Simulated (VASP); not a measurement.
The system is CoO.

```
Co O
1.0
     2.57053    0.00000    0.00000
     0.00000    2.57053    0.00000
     0.00000    0.00000    2.57053
Co O
1 1
Direct
  0.00000 0.00000 0.00000
  0.50000 0.50000 0.50000
```

Measurements of this composition are mostly on another form, of space group No. 225.

```yaml
Program: VASP 6.6.1
Task: relaxation of cell and atoms
Functional: rSCAN
Potentials_or_basis: VASP PAW PBE potentials, release 64 (Co, O)
Cutoff: 600 eV
k_mesh: 10 × 10 × 10
Occupations: gaussian, width 0.05 eV
Spin: collinear spin, ferromagnetic start
Starting_moments: "[2.0, 0.0] μB"
```

At the start: pressure 9.8 GPa; volume 8.49 Å³/atom.

Q: How do energy, volume and symmetry change on relaxing?

A: Over 3 steps the energy falls by 11.2 meV/atom and the volume is 8.86 Å³/atom (+4.4 %); space group Pm-3m (No. 221, to 0.05 Å); moment 3.00 μB per cell.

Step by step:
```
step  energy change (eV)  largest force (eV/Å)  pressure (GPa)  volume (Å³)
   1              0.0000                0.0000            9.84        16.99
   2             -0.0103                0.0000           -6.28        18.30
   3             -0.0225                0.0000            0.01        17.73
```

Final structure:
```
CELL_PARAMETERS angstrom
2.60740 0.00000 0.00000
0.00000 2.60740 0.00000
0.00000 0.00000 2.60740
ATOMIC_POSITIONS crystal
Co 0.00000 0.00000 0.00000
O 0.50000 0.50000 0.50000
```

Caveat: the PAW data sets were made with another functional, which shifts forces and pressure a little; a cell with one magnetic atom can't hold antiferromagnetic order, which such compounds often take.
